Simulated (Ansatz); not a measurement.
Ideal-gas functions of C₃H₄N₂, SMILES `c1c[nH]cn1` at 500 K and 1 bar, from an Ansatz frequency run at PBE0-D4/def2-TZVP.

Molar mass 68.08 g/mol, point group Cs (symmetry number 1), electronic degeneracy 1, moments of inertia 51.267, 53.152, 104.419 u Å². Harmonic wavenumbers (cm⁻¹, unscaled): 535, 653, 689, 740, 829, 880, 909, 950, 1087, 1109, 1156, 1194, 1288, 1392, 1458, 1524, 1577, 3261, 3263, 3294, 3687.

Use S(trans) = R[1.5 ln M + 2.5 ln T − 1.1517]; rotational temperatures θ = 24.2544 K / I; S(rot) = R[ln(√π/σ · √(T³/θAθBθC)) + 1.5]; for each mode x = 1.438777 ν̃/T, S = R[x/(eˣ − 1) − ln(1 − e⁻ˣ)] and H = RT x/(eˣ − 1); 1 cm⁻¹ = 0.0119627 kJ/mol; R = 8.31446 J/(mol·K).

**Question.** By hand: the entropy, in J/(mol·K).

**Answer.** Translation 172.2. Rotation: θ = 0.4731, 0.4563, 0.2323 K, giving 107.2. Vibration, mode by mode: 5.50, 4.19, 3.86, 3.44, 2.81, 2.51, 2.35, 2.14, 1.56, 1.49, 1.33, 1.22, 0.98, 0.77, 0.66, 0.56, 0.50, 0.01, 0.01, 0.01, 0.00, in all 35.9. Electronic 0.0. Sum 315.3 J/(mol·K).

**Question.** By hand: H − E and G − E in kJ/mol, counted from the electronic energy.

**Answer.** Zero-point energy ½ × 31475 × 0.0119627 = 188.3; thermal vibration 12.8; translation, rotation and pV give 4 RT = 16.6. H − E = 217.7 kJ/mol, and G − E = 217.7 − 500 × 315.3/1000 = 60.1 kJ/mol.

Vibration gives 11 % of the entropy.
